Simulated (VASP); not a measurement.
Here is a VASP 6.6.1 calculation.

Contents of INCAR:

```
SYSTEM = Mg4Sn
ALGO = Normal
EDIFF = 1E-6
ENCUT = 520
GGA = PE
ISIF = 2
ISMEAR = 0
LASPH = .TRUE.
LCHARG = .TRUE.
LELF = .TRUE.
LREAL = .FALSE.
LVHAR = .TRUE.
LWAVE = .FALSE.
NBANDS = 19
NELM = 60
PREC = Accurate
SIGMA = 0.1
```

Contents of KPOINTS:

```
k-points
0
G
  4 4 4
  0 0 0
```

File POSCAR:

```
Mg4Sn
1.0
   -2.8929562800      2.8929562800      2.8929562800
    2.8929562800     -2.8929562800      2.8929562800
    2.8929562800      2.8929562800     -2.8929562800
Mg Sn
4 1
Direct
    0.0000000000      0.0000000000      0.5000000000
    0.5000000000      0.0000000000      0.0000000000
    0.0000000000      0.5000000000      0.0000000000
    0.5000000000      0.5000000000      0.5000000000
    0.0000000000      0.0000000000      0.0000000000
```

Potentials or basis: VASP PAW PBE potentials, release 64 (Mg, Sn_d).

Run with:

```bash
$ cat potpaw_PBE.64/Mg/POTCAR potpaw_PBE.64/Sn_d/POTCAR > POTCAR
$ mpirun -np 1 vasp_std > vasp.out
```

Task: What does it give for the band gap on the k mesh?

Result: None (metal or under the smearing width).

Task: What does it give for the pressure?

Result: 29.3 GPa.

Caveat: the k mesh is coarse (spacing up to 0.38 Å⁻¹), so the values aren't converged; a pressure of tens of GPa on the cell as given is suspect, and the run, the potentials or the cell itself is likely at fault.
